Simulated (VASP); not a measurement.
# Si3N4 (Fd-3m) in VASP: a series of runs

One crystal, Si3N4, is run at these levels: r2SCAN; tasks: relaxation of cell and atoms.

Program: VASP 6.6.1. These are calculated values, not measurements. Logs are shortened: lines on timing, memory, paths and dates and some standing lists are left out, and cuts for length are marked.

## (1) The crystal as given

Symmetry: Fd-3m, No. 227, cubic system. Conventional cell: a = 7.787 Å, b = 7.787 Å, c = 7.787 Å, α = 90.00°, β = 90.00°, γ = 90.00°. Si (site symmetry -3m) is surrounded by 6 N at 1.89 Å. Around Si (site symmetry -43m) lie 4 N at 1.79 Å. N (site symmetry 3m) has 4 Si at 1.79 to 1.89 Å as nearest neighbours.

The cell is a database's computed one.

## (2) Relaxation of cell and atoms, r2SCAN

Input file INCAR:

```
SYSTEM = Si3N4
PREC = Accurate
ENCUT = 600
EDIFF = 1E-6
ISMEAR = 0
SIGMA = 0.03
LREAL = .FALSE.
LASPH = .TRUE.
NELM = 80
ALGO = Normal
ISIF = 3
LWAVE = .FALSE.
LCHARG = .FALSE.
METAGGA = R2SCAN
LMIXTAU = .TRUE.
IBRION = 2
NSW = 90
EDIFFG = -0.01
KPAR = 4
```

Input file KPOINTS:

```
regular mesh
0
G
  6 6 6
  0 0 0
```

Input file POSCAR:

```
Si3N4
1.0
    0.0000000000      3.8937180000      3.8937180000
    3.8937180000      0.0000000000      3.8937180000
    3.8937180000      3.8937180000      0.0000000000
Si N
6 8
Direct
    0.1250000000      0.1250000000      0.6250000000
    0.1250000000      0.6250000000      0.1250000000
    0.6250000000      0.1250000000      0.1250000000
    0.1250000000      0.1250000000      0.1250000000
    0.7500000000      0.7500000000      0.7500000000
    0.5000000000      0.5000000000      0.5000000000
    0.3675630000      0.3675630000      0.3675630000
    0.3526890000      0.8824370000      0.8824370000
    0.8824370000      0.8824370000      0.3526890000
    0.8824370000      0.3526890000      0.8824370000
    0.3675630000      0.3675630000      0.8973110000
    0.3675630000      0.8973110000      0.3675630000
    0.8824370000      0.8824370000      0.8824370000
    0.8973110000      0.3675630000      0.3675630000
```

Potentials or basis: VASP PAW PBE potentials, release 64 (Si, N).

On the command line:

```bash
> cat potpaw_PBE.64/Si/POTCAR potpaw_PBE.64/N/POTCAR > POTCAR
> mpirun -np 4 vasp_std > vasp.out
```

OUTCAR:

```text
SYSTEM = Si3N4
   PREC = Accurate
   ENCUT = 600
   EDIFF = 1E-6
   ISMEAR = 0
   LREAL = .FALSE.
   LASPH = .TRUE.
   NELM = 80
   ISIF = 3
   METAGGA = R2SCAN
   IBRION = 2
   NSW = 90
   EDIFFG = -0.01

 ion  position               nearest neighbor table
   1  0.125  0.125  0.625-   7 1.89  13 1.89  10 1.89  12 1.89   8 1.89  14 1.89   4 2.75   2 2.75
                             3 2.75   4 2.75   2 2.75   3 2.75
   2  0.125  0.625  0.125-   7 1.89  13 1.89   9 1.89  11 1.89   8 1.89  14 1.89   4 2.75   1 2.75
                             1 2.75   3 2.75   4 2.75   3 2.75
   3  0.625  0.125  0.125-   7 1.89  13 1.89  10 1.89  11 1.89  12 1.89   9 1.89   4 2.75   1 2.75
                             2 2.75   1 2.75   2 2.75   4 2.75
   4  0.125  0.125  0.125-   9 1.89  11 1.89  10 1.89   8 1.89  12 1.89  14 1.89   1 2.75   2 2.75
                             3 2.75   1 2.75   2 2.75   3 2.75
   5  0.750  0.750  0.750-   8 1.79   9 1.79  10 1.79  13 1.79
   6  0.500  0.500  0.500-  11 1.79  12 1.79  14 1.79   7 1.79
   7  0.368  0.368  0.368-   6 1.79   2 1.89   3 1.89   1 1.89
   8  0.353  0.882  0.882-   5 1.79   4 1.89   1 1.89   2 1.89
   9  0.882  0.882  0.353-   5 1.79   4 1.89   2 1.89   3 1.89
  10  0.882  0.353  0.882-   5 1.79   4 1.89   1 1.89   3 1.89
  11  0.368  0.368  0.897-   6 1.79   4 1.89   2 1.89   3 1.89
  12  0.368  0.897  0.368-   6 1.79   4 1.89   1 1.89   3 1.89
  13  0.882  0.882  0.882-   5 1.79   2 1.89   3 1.89   1 1.89
  14  0.897  0.368  0.368-   6 1.79   4 1.89   1 1.89   2 1.89

  LATTYP: Found a face centered cubic cell.
 ALAT       =     7.7874360000

  Lattice vectors:

 A1 = (   0.0000000000,   3.8937180000,   3.8937180000)
 A2 = (   3.8937180000,   0.0000000000,   3.8937180000)
 A3 = (   3.8937180000,   3.8937180000,   0.0000000000)

Analysis of symmetry for initial positions (statically):
=====================================================================
 Subroutine PRICEL returns:
 Original cell was already a primitive cell.

 Routine SETGRP: Setting up the symmetry group for a
 face centered cubic supercell.

 Subroutine GETGRP returns: Found 48 space group operations
 (whereof 24 operations were pure point group operations)
 out of a pool of 48 trial point group operations.

The static configuration has the point symmetry T_d .
 The point group associated with its full space group is O_h .

Analysis of symmetry for dynamics (positions and initial velocities):
=====================================================================
 Subroutine PRICEL returns:
 Original cell was already a primitive cell.

 Routine SETGRP: Setting up the symmetry group for a
 face centered cubic supercell.

 Subroutine GETGRP returns: Found 48 space group operations
 (whereof 24 operations were pure point group operations)
 out of a pool of 48 trial point group operations.

The dynamic configuration has the point symmetry T_d .
 The point group associated with its full space group is O_h .

 Subroutine INISYM returns: Found 48 space group operations
 (whereof 24 operations are pure point group operations),
 and found     1 'primitive' translations

----------------------------------------------------------------------------------------

                                     Primitive cell

  volume of cell :     118.0656

  direct lattice vectors                    reciprocal lattice vectors
     0.000000000  3.893718000  3.893718000    -0.128411970  0.128411970  0.128411970
     3.893718000  0.000000000  3.893718000     0.128411970 -0.128411970  0.128411970
     3.893718000  3.893718000  0.000000000     0.128411970  0.128411970 -0.128411970

  length of vectors
     5.506548804  5.506548804  5.506548804     0.222416057  0.222416057  0.222416057

  position of ions in fractional coordinates (direct lattice)
     0.125000000  0.125000000  0.625000000
     0.125000000  0.625000000  0.125000000
     0.625000000  0.125000000  0.125000000
     0.125000000  0.125000000  0.125000000
     0.750000000  0.750000000  0.750000000
     0.500000000  0.500000000  0.500000000
     0.367563000  0.367563000  0.367563000
     0.352689000  0.882437000  0.882437000
     0.882437000  0.882437000  0.352689000
     0.882437000  0.352689000  0.882437000
     0.367563000  0.367563000  0.897311000
     0.367563000  0.897311000  0.367563000
     0.882437000  0.882437000  0.882437000
     0.897311000  0.367563000  0.367563000

  ion indices of the primitive-cell ions
   primitive index   ion index
                 1           1
                 2           2
                 3           3
                 4           4
                 5           5
                 6           6
                 7           7
                 8           8
                 9           9
                10          10
                11          11
                12          12
                13          13
                14          14

----------------------------------------------------------------------------------------

 KPOINTS: regular mesh

Automatic generation of k-mesh.
 Grid dimensions read from file:
 generate k-points for:    6    6    6

 Generating k-lattice:

  Cartesian coordinates                     Fractional coordinates (reciprocal lattice)
    -0.021401995  0.021401995  0.021401995     0.166666667  0.000000000  0.000000000
     0.021401995 -0.021401995  0.021401995     0.000000000  0.166666667  0.000000000
     0.021401995  0.021401995 -0.021401995     0.000000000  0.000000000  0.166666667

  Length of vectors
     0.037069343  0.037069343  0.037069343

  Shift w.r.t. Gamma in fractional coordinates (k-lattice)
     0.000000000  0.000000000  0.000000000

 Subroutine IBZKPT returns following result:
 ===========================================

 Found     16 irreducible k-points:

 Following reciprocal coordinates:
            Coordinates               Weight
  0.000000  0.000000  0.000000      1.000000
  0.166667  0.000000  0.000000      8.000000
  0.333333  0.000000  0.000000      8.000000
  0.500000  0.000000  0.000000      4.000000
  0.166667  0.166667  0.000000      6.000000
  0.333333  0.166667  0.000000     24.000000
[... 8 lines left out ...]
 -0.333333  0.333333  0.166667     24.000000
 -0.333333  0.500000  0.166667     12.000000
   k-points           NKPTS =     16   k-points in BZ     NKDIM =     16   number of bands    NBANDS=     40
   number of dos      NEDOS =    301   number of ions     NIONS =     14
   total plane-waves  NPLWV = 110592
   dimension x,y,z NGX =    48 NGY =   48 NGZ =   48
   dimension x,y,z NGXF=    96 NGYF=   96 NGZF=   96
   ions per type =               6   8
   NGX,Y,Z   is equivalent  to a cutoff of  14.49, 14.49, 14.49 a.u.
   NGXF,Y,Z  is equivalent  to a cutoff of  28.98, 28.98, 28.98 a.u.
 SYSTEM =  Si3N4
   PREC   = accura    normal or accurate (medium, high low for compatibility)
   ISTART =      0    job   : 0-new  1-cont  2-samecut
   ICHARG =      2    charge: 1-file 2-atom 10-const
   ISPIN  =      1    spin polarized calculation?
   LNONCOLLINEAR =      F non collinear calculations
   LSORBIT =      F    spin-orbit coupling
   LASPH  =      T    aspherical Exc in radial PAW
   ENCUT  =  600.0 eV  44.10 Ry    6.64 a.u.  11.00 11.00 11.00*2*pi/ulx,y,z
   NELM   =     80;   NELMIN=  2; NELMDL= -5     # of ELM steps
   EDIFF  = 0.1E-05   stopping-criterion for ELM
   LREAL  =      F    real-space projection
   EDIFFG = -.1E-01   stopping-criterion for IOM
   NSW    =     90    number of steps for IOM
   IBRION =      2    ionic relax: 0-MD 1-quasi-New 2-CG
   NFREE  =      1    steps in history (QN), initial steepest desc. (CG)
   ISIF   =      3    stress and relaxation
   ISYM   =      2    0-nonsym 1-usesym 2-fastsym
   POTIM  = 0.5000    time-step for ionic-motion
   TEBEG  =    0.0;   TEEND  =   0.0 temperature during run
   PSTRESS=    0.0 pullay stress
   NELECT =      64.0000    total number of electrons
   NUPDOWN=      -1.0000    fix difference up-down
   EMIN   =  10.00;   EMAX   =-10.00  energy-range for DOS
   EFERMI =   0.00;   METHOD = LEGACY
   ISMEAR =     0;   SIGMA  =   0.03  broadening in eV -4-tet -1-fermi 0-gaus
   EFERMI_NEDOS =   21; number of points for ismear=-14 and -15
   IALGO  =     38    algorithm
   IMIX   =      4    mixing-type and parameters
     AMIX     =   0.40;   BMIX     =  1.00
     AMIX_MAG =   1.60;   BMIX_MAG =  1.00
  volume/ion in A,a.u.               =       8.43        56.91
  Fermi-wavevector in a.u.,A,eV,Ry     =   1.334833  2.522469 24.242584  1.781780
  Thomas-Fermi vector in A             =   2.463584
   LORBIT       =      0    0 simple, 1 ext, 2 COOP (PROOUT), +10 PAW based schemes
   METAGGA = R2SCAN    functional components
   LHFCALC =     F    Hartree Fock is set to
   AEXX    =    0.0000 exact exchange contribution
   IVDW    =     0    specifies the selected vdW correction
   LEPSILON=     F    determine dielectric tensor
   LRPA    =     F    only Hartree local field effects (RPA)
 conjugate gradient relaxation of ions
 non-spin polarized calculation
 Gauss-broadening in eV      SIGMA  =   0.03
  energy-cutoff  :      600.00
  volume of cell :      118.07
 maximum number of plane-waves:      3954
 NGX is ok and might be reduce to    48
   NGX = 21   NGY = 21   NGZ = 21

--------------------------------------- Ionic step        1  -------------------------------------------

 number of electron      63.9999997 magnetization

 Free energy of the ion-electron system (eV)
  ---------------------------------------------------
  ext. energy  EPLUGINS =         0.00000000
  ---------------------------------------------------
  free energy    TOTEN  =      -141.78200457 eV

  energy without entropy =     -141.78200457  energy(sigma->0) =     -141.78200457

------------------------ aborting loop because EDIFF is reached ----------------------------------------

  FORCE on cell =-STRESS in cart. coord.  units (eV):
  Direction    XX          YY          ZZ          XY          YZ          ZX
  --------------------------------------------------------------------------------------
  -------------------------------------------------------------------------------------
  Total       -4.8538444     -4.8538444     -4.8538444      0.0000000      0.0000000      0.0000000
  in kB      -65.8677685    -65.8677685    -65.8677685      0.0000000      0.0000000      0.0000000
  external PRESSURE =     -65.8677685 kB  Pullay stress =       0.0000000 kB
[... 225 lines left out ...]
  energy  without entropy=     -141.8332823580  energy(sigma->0) =     -141.83328236

--------------------------------------- Ionic step        6  -------------------------------------------

 number of electron      64.0000000 magnetization

 Free energy of the ion-electron system (eV)
  ---------------------------------------------------
  ext. energy  EPLUGINS =         0.00000000
  ---------------------------------------------------
  free energy    TOTEN  =      -141.83385352 eV

  energy without entropy =     -141.83385352  energy(sigma->0) =     -141.83385352

 E-fermi :   9.3758     XC(G=0): -12.9447

 val. band max:        9.1687275547   @ k =  -0.1667   0.1667   0.0000
 cond. band min:      13.1937091532   @ k =   0.0000   0.0000   0.0000
 fundamental gap:      4.0249815984
 Fermi energy:         9.3757512454

 k-point     1 :       0.0000    0.0000    0.0000
  band No.  band energies     occupation
      1     -10.7014      2.00000
      2      -7.3289      2.00000
      3      -6.4022      2.00000
      4      -6.4022      2.00000
      5      -6.4022      2.00000
      6      -5.3867      2.00000
[... 718 lines left out ...]
  FREE ENERGIE OF THE ION-ELECTRON SYSTEM (eV)
  ---------------------------------------------------
  free  energy   TOTEN  =      -141.8338535178 eV

  energy  without entropy=     -141.8338535178  energy(sigma->0) =     -141.83385352

 reached required accuracy - stopping structural energy minimisation
```

Run time: 13 min. Hardware: 4 MPI ranks of Intel Xeon Platinum 8488C (Sapphire Rapids), shared host; peak memory 0.39 GiB.

Results:

```
Free energy                            : -141.8339 eV
Relaxed volume                         : 8.25 Å³/atom
Relaxed cell                           : a = 5.467 Å, b = 5.467 Å, c = 5.467 Å, α = 60.00°, β = 60.00°, γ = 60.00°
Space group after relaxing (to 0.05 Å) : Fd-3m (No. 227)
Energy gained by relaxing              : 3.7 meV/atom
Ionic steps                            : 6
Pressure after relaxing                : 0.1 GPa
Band gap on the k mesh                 : 4.03 eV, indirect (least direct gap 4.05 eV)
```

Forces on the atoms (eV/Å):
```
Si   0.000  0.000  0.000
Si   0.000  0.000  0.000
Si   0.000  0.000  0.000
Si   0.000  0.000  0.000
Si   0.000  0.000  0.000
Si   0.000  0.000  0.000
N    0.001  0.001  0.001
N   -0.001  0.001  0.001
N    0.001  0.001 -0.001
N    0.001 -0.001  0.001
N   -0.001 -0.001  0.001
N   -0.001  0.001 -0.001
N   -0.001 -0.001 -0.001
N    0.001 -0.001 -0.001
```

Step by step:
```
step  energy change (eV)  largest force (eV/Å)  pressure (GPa)  volume (Å³)
   1              0.0000                0.0563           -6.59       118.07
   2              0.0560                0.2800           10.24       112.24
   3             -0.0514                0.0749           -0.12       115.64
   4             -0.0514                0.0776            0.02       115.59
   5             -0.0513                0.0816            0.12       115.51
   6             -0.0518                0.0024            0.07       115.55
```

Final structure:
```cif
data_structure
_symmetry_space_group_name_H-M 'P 1'
_symmetry_Int_Tables_number 1
_cell_length_a 5.4672
_cell_length_b 5.4672
_cell_length_c 5.4672
_cell_angle_alpha 60.000
_cell_angle_beta 60.000
_cell_angle_gamma 60.000
_cell_volume 115.55
loop_
_atom_site_label
_atom_site_type_symbol
_atom_site_fract_x
_atom_site_fract_y
_atom_site_fract_z
_atom_site_occupancy
Si1 Si 0.12500 0.12500 0.62500 1
Si2 Si 0.12500 0.62500 0.12500 1
Si3 Si 0.62500 0.12500 0.12500 1
Si4 Si 0.12500 0.12500 0.12500 1
Si5 Si 0.75000 0.75000 0.75000 1
Si6 Si 0.50000 0.50000 0.50000 1
N1 N 0.36760 0.36760 0.36760 1
N2 N 0.35279 0.88240 0.88240 1
N3 N 0.88240 0.88240 0.35279 1
N4 N 0.88240 0.35279 0.88240 1
N5 N 0.36760 0.36760 0.89721 1
N6 N 0.36760 0.89721 0.36760 1
N7 N 0.88240 0.88240 0.88240 1
N8 N 0.89721 0.36760 0.36760 1
```

Caveat: the PAW data sets were made with another functional, which shifts forces and pressure a little. r2SCAN opens gaps a little over a GGA but as a rule still falls short of measured ones.

## (3) Relaxation of cell and atoms, r2SCAN

This run uses another cell than the first one, of 8.25 Å³/atom, 0.979 times its volume.

INCAR, as its differences from that of step 2:

```diff
@@ -3,3 +3,3 @@
 ENCUT = 600
-EDIFF = 1E-6
+EDIFF = 1E-7
 ISMEAR = 0
@@ -17,3 +17,3 @@
 NSW = 90
-EDIFFG = -0.01
+EDIFFG = -0.005
 KPAR = 4
```

KPOINTS is that of step 2.

Input file POSCAR:

```
Si3N4                                   
1.0
   -0.0000000000      3.8659150623      3.8659150623
    3.8659150623     -0.0000000000      3.8659150623
    3.8659150623      3.8659150623     -0.0000000000
  Si              N             
     6     8
Direct
     0.1250000000000000    0.1250000000000000    0.6250000000000000
     0.1250000000000000    0.6250000000000000    0.1250000000000000
     0.6250000000000000    0.1250000000000000    0.1250000000000000
     0.1250000000000000    0.1250000000000000    0.1250000000000000
     0.7500000000000000    0.7500000000000000    0.7500000000000000
     0.5000000000000000    0.5000000000000000    0.5000000000000000
     0.3675971609615356    0.3675971609615356    0.3675971609615356
     0.3527914828846139    0.8824028390384644    0.8824028390384644
     0.8824028390384644    0.8824028390384644    0.3527914828846139
     0.8824028390384644    0.3527914828846139    0.8824028390384644
     0.3675971609615356    0.3675971609615356    0.8972085171153860
     0.3675971609615356    0.8972085171153860    0.3675971609615356
     0.8824028390384644    0.8824028390384644    0.8824028390384644
     0.8972085171153860    0.3675971609615356    0.3675971609615356
```

Potentials or basis: VASP PAW PBE potentials, release 64 (Si, N).

On the command line:

```bash
> cat potpaw_PBE.64/Si/POTCAR potpaw_PBE.64/N/POTCAR > POTCAR
> mpirun -np 4 vasp_std > vasp.out
```

Run time: 4.3 min. Hardware: 4 MPI ranks of Intel Xeon Platinum 8488C (Sapphire Rapids), shared host; peak memory 0.38 GiB.

The run converged. Its results:

```
Free energy             : -141.8322 eV
Pressure after relaxing : 0.1 GPa
Band gap on the k mesh  : 4.03 eV, indirect (least direct gap 4.05 eV)
```

Final structure:
```
Si N
1.0
     0.00000    3.86592    3.86592
     3.86592    0.00000    3.86592
     3.86592    3.86592    0.00000
Si N
6 8
Direct
  0.12500 0.12500 0.62500
  0.12500 0.62500 0.12500
  0.62500 0.12500 0.12500
  0.12500 0.12500 0.12500
  0.75000 0.75000 0.75000
  0.50000 0.50000 0.50000
  0.36760 0.36760 0.36760
  0.35279 0.88240 0.88240
  0.88240 0.88240 0.35279
  0.88240 0.35279 0.88240
  0.36760 0.36760 0.89721
  0.36760 0.89721 0.36760
  0.88240 0.88240 0.88240
  0.89721 0.36760 0.36760
```

Levels at points of the mesh, in eV from the valence-band top:
```
           k point  band 28  band 29  band 30  band 31  band 32  band 33  band 34  band 35  band 36  band 37
(0.00, 0.00, 0.00)    -0.20    -0.20    -0.02    -0.02    -0.02     4.03     4.03     4.03     5.75     7.00
(0.50, 0.00, 0.00)    -0.89    -0.49    -0.49    -0.38    -0.38     5.67     6.48     6.48     7.16     7.65
(0.50, 0.50, 0.00)    -1.75    -1.16    -1.16    -0.49    -0.49     7.43     7.43     7.74     7.74     8.71
```

Caveat: the relaxation stopped at its first step, so nothing moved; the PAW data sets were made with another functional, which shifts forces and pressure a little. r2SCAN opens gaps a little over a GGA but as a rule still falls short of measured ones.
